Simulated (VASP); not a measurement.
A run of VASP 6.6.1 is set up as follows.

The input INCAR:

```
SYSTEM = LiH
PREC = Accurate
ENCUT = 600
EDIFF = 1E-6
ISMEAR = -1
SIGMA = 0.05
LREAL = .FALSE.
LASPH = .TRUE.
NELM = 100
ALGO = Normal
ISIF = 3
LWAVE = .FALSE.
LCHARG = .FALSE.
GGA = CA
IBRION = 2
NSW = 40
EDIFFG = -0.01
PSTRESS = 100
```

File KPOINTS:

```
regular mesh
0
G
  8 8 3
  0 0 0
```

POSCAR

```
LiH
1.0
    2.8125500000      0.0000000000      0.0000000000
   -1.4062700000      2.4357400000      0.0000000000
    0.0000000000      0.0000000000     11.8418100000
Li H
5 5
Direct
    0.0000000000      0.0000000000      0.7929800000
    0.0000000000      0.0000000000      0.0000000000
    0.0000000000      0.0000000000      0.2070200000
    0.3333300000      0.6666700000      0.4023000000
    0.6666700000      0.3333300000      0.5977000000
    0.3333300000      0.6666700000      0.6954100000
    0.6666700000      0.3333300000      0.8965800000
    0.3333300000      0.6666700000      0.1034200000
    0.6666700000      0.3333300000      0.3045900000
    0.0000000000      0.0000000000      0.5000000000
```

Potentials or basis: VASP PAW LDA potentials, release 64 (Li_sv, H).

Run with:

```bash
$ cat potpaw_LDA.64/Li_sv/POTCAR potpaw_LDA.64/H/POTCAR > POTCAR
$ mpirun -np 1 vasp_std > vasp.out
```

Problem. What does it give for the relaxed cell?

Solution. a = 2.572 Å, b = 2.572 Å, c = 10.882 Å, α = 90.00°, β = 90.00°, γ = 120.00°.

Problem. Estimate the space group after relaxing (to 0.05 Å).

Solution. P-3m1 (No. 164).

Problem. Estimate the band gap on the k mesh.

Solution. 3.02 eV, direct.

Problem. Predict the relaxed volume.

Solution. 6.24 Å³/atom.

Final structure:
```xyz
10
Lattice="2.5725 0.0000 0.0000 -1.2862 2.2278 0.0000 0.0000 0.0000 10.8821" Properties=species:S:1:pos:R:3 pbc="T T T"
Li   -1.2862    2.2278    8.6320
Li    2.5725    0.0000    0.0000
Li    2.5725    0.0000    2.2501
Li    0.0000    1.4852    4.3783
Li    1.2862    0.7426    6.5038
H     0.0000    1.4852    7.5670
H     1.2863    0.7426    9.7562
H     0.0000    1.4852    1.1259
H     1.2862    0.7426    3.3151
H     2.5725    0.0000    5.4411
```

Caveat: the cutoff is under 1.25 times the usual one of these potentials, so pressure, stress and relaxed cells hold a basis-set (Pulay) error; the cell is relaxed towards a set pressure, so the enthalpy falls and the energy may rise; the volume moved by over 15 % at a fixed basis, so the end points are rough; an odd mesh through Γ misses points on the zone boundary, where band edges often lie. A hybrid or GW would open this gap; LDA tends to underestimate it.
